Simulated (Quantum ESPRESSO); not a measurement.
Crystal: CaO.

```
Ca O
1.0
     0.00000    2.40356    2.40356
     2.40356    0.00000    2.40356
     2.40356    2.40356    0.00000
Ca O
1 1
Direct
  0.00000 0.00000 0.00000
  0.50000 0.50000 0.50000
```

The cell is a database's computed one.

Program: Quantum ESPRESSO 7.5. Alike in all runs: task band structure; no spin polarisation; cell as given; smearing fermi-dirac 0.05 eV.

**Question.** Order these runs on this cell by their pressure, lowest first.
A. level RPBE; potentials or basis SG15 PBE 1.2; k mesh 10 × 10 × 10; cutoff (eV) 1197; SCF threshold 4e-10 Ry
B. level r2SCAN; potentials or basis SG15 PBE 1.2; k mesh 8 × 8 × 8; cutoff (eV) 1197; SCF threshold 1e-08 Ry; symmetry off
C. level LDA; potentials or basis PseudoDojo 0.4.1 SR LDA standard; k mesh 10 × 10 × 10; cutoff (eV) 1143; form of the LDA correlation PW92; SCF threshold 4e-10 Ry

**Answer.** C (-7.3 GPa), B (-0.9 GPa), A (5.0 GPa).

Caveats: the potentials were made for another functional, which shifts forces and pressure (some runs).

Runs at the PBE level aren't shown here.
